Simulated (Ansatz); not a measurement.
## Calculated ²⁰¹Hg nuclear quadrupole resonance for HgTe under strain

Cell: a COD entry, relaxed with PBE at fixed cell and then changed (z stretched by 3 %, ions relaxed).

```
Hg Te
1.0
     0.00000    2.92150    3.00915
     2.92150    0.00000    3.00915
     2.92150    2.92150    0.00000
Hg Te
1 1
Direct
  0.00000 0.00000 0.00000
  0.50000 0.50000 0.50000
```

Sites (sets of like atoms) are named by element and the number of their first atom in this list.

Method: Kohn–Sham DFT in Ansatz, PBE, plane waves and PAW, scalar-relativistic, 420 eV cutoff, Γ-centred 14×14×14 k-points, Fermi–Dirac smearing 0.05 eV.

²⁰¹Hg: I = 3/2, Q = 387.0 mb (year-2017 value). Static lattice, zero field.

Q: At which frequencies do the ²⁰¹Hg NQR lines lie?

A: For I = 3/2 there is one line, ν = (|C_Q|/2)(1 + η²/3)^½.

| site | atoms | V_zz (10²¹ V/m²) | C_Q (MHz) | η | line frequencies (MHz) |
| --- | --- | --- | --- | --- | --- |
| Hg | 1 | 3.12 | 29.2 | 0.00 | 14.6 |

An axis of threefold or higher order runs through Hg, so V_zz lies along it and η is zero.

The run finds no gap above 0.1 eV (a metal, or nearly one), so the gradients can move by 10 % or more with the k-mesh. Spin–orbit coupling is left out, which shifts gradients on Hg by a few per cent in wide-gap crystals, and can shift them far more where the calculated gap is small or absent, as here. At this changed cell the PBE pressure is 8 GPa.
